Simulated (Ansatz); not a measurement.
# Ionic part of the dielectric constant of SiO2, mode by mode

The calculation used DFT PBEsol, scalar-relativistic, plane waves, PAW in Ansatz. Settings: 420 eV plane-wave cutoff, Γ-centred 8×8×8 mesh, fixed occupations. No spin polarisation. Phonons by linear response, acoustic sum rule imposed.

The structure is tetragonal, space group I-42d (No. 122). The conventional cell has a = 4.983 Å, b = 4.983 Å, c = 7.337 Å, α = 90.00°, β = 90.00°, γ = 90.00°. Around Si (site symmetry -4) lie 4 O at 1.62 Å. O (site symmetry 2) is surrounded by 2 Si at 1.62 Å.

The primitive cell has V = 91.09 Å³ and ε∞,xx = 2.235. Each polar mode adds Δε = (4.92064×10⁷/V)·S/ν² along x, with S its oscillator strength in e²/amu, ν in cm⁻¹ and V in Å³.

Question: From these modes, find each Δε and ε0,xx.
```csv
ν (cm⁻¹),S_xx (e²/amu)
131.9,0.00325
440.6,0.296
764.8,0.1244
1062.4,1.244
```

Answer:
```json
{"ν (cm⁻¹)": "131.9", "Δε": "0.10"}
{"ν (cm⁻¹)": "440.6", "Δε": "0.82"}
{"ν (cm⁻¹)": "764.8", "Δε": "0.11"}
{"ν (cm⁻¹)": "1062.4", "Δε": "0.60"}
```

The sum is 1.635, so ε0,xx = 3.87; the run's tensor has 3.87.

Question: Where do the longitudinal modes lie for a wave vector along x?

Answer: At 134, 494, 779, 1208 cm⁻¹. The Lyddane–Sachs–Teller product Π(ν_LO/ν_TO)² = 1.73 matches ε0/ε∞ = 1.73.

This form isn't the usual stable structure of the compound.

Cost: 1 run of about 8.3 core-minutes, on Intel Xeon Platinum 8259CL (Skylake/Cascade Lake) (shared hosts).